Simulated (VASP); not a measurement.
Here is a VASP 6.6.1 calculation.

The input POSCAR:

```
PtS2
1.0
    3.5432000000      0.0000000000      0.0000000000
   -1.7716000000      3.0685012107      0.0000000000
    0.0000000000      0.0000000000      5.0388000000
Pt S
1 2
Direct
    0.0000000000      0.0000000000      0.0000000000
    0.6666666667      0.3333333333      0.7730000000
    0.3333333333      0.6666666667      0.2270000000
```

Contents of INCAR.step1:

```
PREC = Accurate
ENCUT = 520
EDIFF = 1E-6
ISMEAR = -1
SIGMA = 0.05
LREAL = F
LASPH = T
NELM = 80
ALGO = Fast
ISIF = 2
LWAVE = F
LCHARG = T
LMAXMIX = 4
GGA = PS
```

The input KPOINTS.step1:

```
regular mesh
0
Gamma
  9 9 5
```

The input INCAR.step2:

```
PREC = Accurate
ENCUT = 520
EDIFF = 1E-6
ISMEAR = 0
SIGMA = 0.05
LREAL = F
LASPH = T
NELM = 80
ALGO = Fast
ISIF = 2
LWAVE = F
LCHARG = F
LMAXMIX = 4
GGA = PS
ICHARG = 11
```

KPOINTS.step2

```
path GMKGALHA,LM,KH
20
line-mode
reciprocal
 0.0000000000  0.0000000000  0.0000000000  G
 0.5000000000  0.0000000000  0.0000000000  M

 0.5000000000  0.0000000000  0.0000000000  M
 0.3333333333  0.3333333333  0.0000000000  K

 0.3333333333  0.3333333333  0.0000000000  K
 0.0000000000  0.0000000000  0.0000000000  G

 0.0000000000  0.0000000000  0.0000000000  G
 0.0000000000  0.0000000000  0.5000000000  A

 0.0000000000  0.0000000000  0.5000000000  A
 0.5000000000  0.0000000000  0.5000000000  L

 0.5000000000  0.0000000000  0.5000000000  L
 0.3333333333  0.3333333333  0.5000000000  H

 0.3333333333  0.3333333333  0.5000000000  H
 0.0000000000  0.0000000000  0.5000000000  A

 0.5000000000  0.0000000000  0.5000000000  L
 0.5000000000  0.0000000000  0.0000000000  M

 0.3333333333  0.3333333333  0.0000000000  K
 0.3333333333  0.3333333333  0.5000000000  H
```

Potentials or basis: VASP PAW PBE potentials, release 64 (Pt, S).

Launch:

```console
$ cat potpaw_PBE.64/Pt/POTCAR potpaw_PBE.64/S/POTCAR > POTCAR
$ cp INCAR.step1 INCAR
$ cp KPOINTS.step1 KPOINTS
$ mpirun -np 1 vasp_std > vasp.out
$ cp INCAR.step2 INCAR
$ cp KPOINTS.step2 KPOINTS
$ mpirun -np 1 vasp_std > vasp.out
```

Problem. What does it give for the band gap on the k mesh?

Solution. 0.96 eV, indirect (least direct gap 1.00 eV).

Problem. Estimate the band gap along the path.

Solution. 0.97 eV, indirect (least direct gap 1.50 eV).

Levels at the corners of the path, in eV from the valence-band top:
| point | band 7 | band 8 | band 9 | band 10 | band 11 | band 12 | band 13 | band 14 | band 15 |
| --- | --- | --- | --- | --- | --- | --- | --- | --- | --- |
| Γ | -3.98 | -1.79 | -1.12 | -1.12 | -0.10 | 2.47 | 2.47 | 4.68 | 5.63 |
| M | -3.42 | -3.31 | -3.22 | -3.02 | -2.35 | 1.77 | 2.86 | 5.47 | 6.44 |
| M | -3.42 | -3.31 | -3.22 | -3.02 | -2.35 | 1.77 | 2.86 | 5.47 | 6.44 |
| K | -4.59 | -3.67 | -2.70 | -1.48 | -1.48 | 1.01 | 1.01 | 5.63 | 7.98 |
| K | -4.59 | -3.67 | -2.70 | -1.48 | -1.48 | 1.01 | 1.01 | 5.63 | 7.98 |
| Γ | -3.98 | -1.79 | -1.12 | -1.12 | -0.10 | 2.47 | 2.47 | 4.68 | 5.63 |
| Γ | -3.98 | -1.79 | -1.12 | -1.12 | -0.10 | 2.47 | 2.47 | 4.68 | 5.63 |
| A | -4.01 | -2.51 | -1.31 | -1.31 | -0.90 | 2.95 | 2.95 | 5.37 | 7.33 |
| A | -4.01 | -2.51 | -1.31 | -1.31 | -0.90 | 2.95 | 2.95 | 5.37 | 7.30 |
| L | -3.33 | -3.26 | -3.10 | -2.73 | -1.36 | 2.09 | 2.37 | 5.32 | 5.43 |
| L | -3.33 | -3.26 | -3.10 | -2.73 | -1.36 | 2.09 | 2.37 | 5.32 | 5.43 |
| H | -4.39 | -3.59 | -3.54 | -1.87 | -1.87 | 2.23 | 2.23 | 7.25 | 7.82 |
| H | -4.39 | -3.59 | -3.54 | -1.87 | -1.87 | 2.23 | 2.23 | 7.25 | 7.83 |
| A | -4.01 | -2.51 | -1.31 | -1.31 | -0.90 | 2.95 | 2.95 | 5.37 | 7.30 |
| L | -3.33 | -3.26 | -3.10 | -2.73 | -1.36 | 2.09 | 2.37 | 5.32 | 5.43 |
| M | -3.42 | -3.31 | -3.22 | -3.02 | -2.35 | 1.77 | 2.86 | 5.47 | 6.44 |
| K | -4.59 | -3.67 | -2.70 | -1.48 | -1.48 | 1.01 | 1.01 | 5.63 | 7.98 |
| H | -4.39 | -3.59 | -3.54 | -1.87 | -1.87 | 2.23 | 2.23 | 7.26 | 7.84 |

Caveat: the log is that of the step along the path at fixed density, whose energy, stress, charges and moments have no meaning; spin-orbit coupling is left out, which moves the levels of the heavy elements. PBEsol gaps usually lie below the measured ones, often by a third to a half.
